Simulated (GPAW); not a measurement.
# HfO2 in GPAW: the effect of functional

Crystal: HfO2.

```
CELL_PARAMETERS angstrom
3.55802 0.00000 0.00000
0.00000 3.55802 0.00000
0.00000 0.00000 5.17186
ATOMIC_POSITIONS crystal
Hf 0.00000 0.00000 0.00000
Hf 0.50000 0.50000 0.50000
O 0.00000 0.50000 0.19721
O 0.50000 0.00000 0.30279
O 0.50000 0.00000 0.80279
O 0.00000 0.50000 0.69721
```

Measurements of this composition are mostly on another form, of space group No. 14.

Alike in all runs:

| Item | Value |
| --- | --- |
| Program | GPAW 26.7.0 |
| Task | single point |
| Cutoff | 800 eV |
| Basis | pw |
| k mesh | 7 × 7 × 5 |
| Occupations | fermi-dirac, width 0.05 eV |
| Spin | no spin polarisation |

| functional | potentials or basis | gap on the mesh (eV) | largest force (eV/Å) |
| --- | --- | --- | --- |
| LDA | the program's PAW data sets (release 1.2.1) made for this functional | ? | ? |
| PBE | GPAW PAW data sets (gpaw-data 1.2.1) | 4.76 | 0.26 |
| BLYP | PAW data sets generated in the run's folder for this functional | 4.79 | 0.15 |
| vdW-DF-cx | GPAW PAW data sets (gpaw-data 1.2.1) | 4.72 | 0.27 |
| AM05 | PAW data sets generated in the run's folder for this functional | 4.66 | 0.20 |
| TPSS | GPAW PAW data sets (gpaw-data 1.2.1) | 4.85 | 0.38 |
| revPBE | the program's PAW data sets (release 1.2.1) made for this functional | 4.80 | 0.32 |
| optB88-vdW | GPAW PAW data sets (gpaw-data 1.2.1) | 4.77 | 0.23 |
| PBEsol | PAW data sets generated in the run's folder for this functional | 4.64 | 0.21 |

**Question.** What does the run with functional LDA give?

**Answer.** gap on the mesh 4.56 eV; largest force 0.05 eV/Å.

Caveats: spin-orbit coupling is left out, which moves the levels of the heavy elements; an odd mesh through Γ misses points on the zone boundary, where band edges often lie; the PAW data sets were made with another functional, which shifts forces and pressure a little (some runs).
